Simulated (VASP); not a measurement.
# RbBr in VASP 6.6.1, single-point calculation

INCAR

```
LCHARG = .FALSE.
LWAVE = .FALSE.
MAGMOM = 0.5 0.5
NBANDS = 15
ENCUT = 520
NELM = 120
ISIF = 2
LREAL = .FALSE.
ISPIN = 2
SIGMA = 0.02
ISMEAR = -1
PREC = Accurate
NSW = 0
GGA = PE
EDIFF = 1E-7
IBRION = -1
LASPH = .TRUE.
```

KPOINTS

```
KPOINTS created by Atomic Simulation Environment
0
Gamma
6 6 6
0 0 0
```

POSCAR

```
Rb Br
 1.0000000000000000
     0.0000000000000000    3.7727594430000000    4.0420150981000003
     3.7727594430000000    0.0000000000000000    4.0420150981000003
     3.7727594430000000    3.7727594430000000    0.0000000000000000
 Rb  Br
   1   1
Cartesian
  0.0000000000000000  0.0000000000000000  0.0000000000000000
  1.8863797215000000  1.8863797215000000  2.0210075490500001
```

The recommended PBE PAW datasets give the neutral cell 16 valence electrons.

Command

```
mpirun -np 1 vasp_std
```

OSZICAR

```
N       E                     dE             d eps       ncg     rms          rms(c)
DAV:   1     0.939846181064E+02    0.93985E+02   -0.58822E+03  1800   0.833E+02
DAV:   2     0.245615280314E+01   -0.91528E+02   -0.84041E+02  2564   0.156E+02
DAV:   3    -0.596496143693E+01   -0.84211E+01   -0.83800E+01  2402   0.504E+01
DAV:   4    -0.622693990308E+01   -0.26198E+00   -0.26192E+00  2833   0.848E+00
DAV:   5    -0.622882686791E+01   -0.18870E-02   -0.18869E-02  2445   0.776E-01    0.360E+00
DAV:   6    -0.593570773220E+01    0.29312E+00   -0.50583E-01  2311   0.304E+00    0.197E+00
DAV:   7    -0.588732737144E+01    0.48380E-01   -0.21666E-01  1870   0.210E+00    0.124E+00
DAV:   8    -0.591005593990E+01   -0.22729E-01   -0.29121E-02  1975   0.101E+00    0.672E-01
DAV:   9    -0.591914628516E+01   -0.90903E-02   -0.60925E-03  2066   0.561E-01    0.284E-01
DAV:  10    -0.592391444725E+01   -0.47682E-02   -0.27421E-03  1849   0.394E-01    0.129E-01
DAV:  11    -0.592514819429E+01   -0.12337E-02   -0.52420E-04  1961   0.162E-01    0.869E-02
DAV:  12    -0.592572853633E+01   -0.58034E-03   -0.36683E-04  1814   0.136E-01    0.210E-02
DAV:  13    -0.592575939858E+01   -0.30862E-04   -0.42179E-05  2122   0.477E-02    0.791E-03
DAV:  14    -0.592576730756E+01   -0.79090E-05   -0.92456E-06  1954   0.241E-02    0.404E-03
DAV:  15    -0.592577044856E+01   -0.31410E-05   -0.10990E-05  1856   0.260E-02    0.151E-03
DAV:  16    -0.592576943572E+01    0.10128E-05   -0.58803E-06  1814   0.179E-02    0.558E-04
DAV:  17    -0.592576937124E+01    0.64479E-07   -0.26640E-06  1814   0.120E-02    0.318E-04
DAV:  18    -0.592576907578E+01    0.29546E-06   -0.13813E-06  1828   0.852E-03    0.107E-04
DAV:  19    -0.592576897936E+01    0.96420E-07   -0.32844E-07  1838   0.405E-03
   1 F= -.59257690E+01 E0= -.59257690E+01  d E =-.154713E-11  mag=    -0.0000
```

It converged. Results: pressure 0.2 GPa; magnetic moment of the cell 0.00 μB.

For comparison, a separate PBE run of the intended cell, on usual settings and not on those above, gives a gap of 4.05 eV on its mesh and a pressure of 0.2 GPa.

The run above took about 2.2 min on one core of a shared host (Intel Xeon Platinum 8488C) and held 0.35 GiB at most.
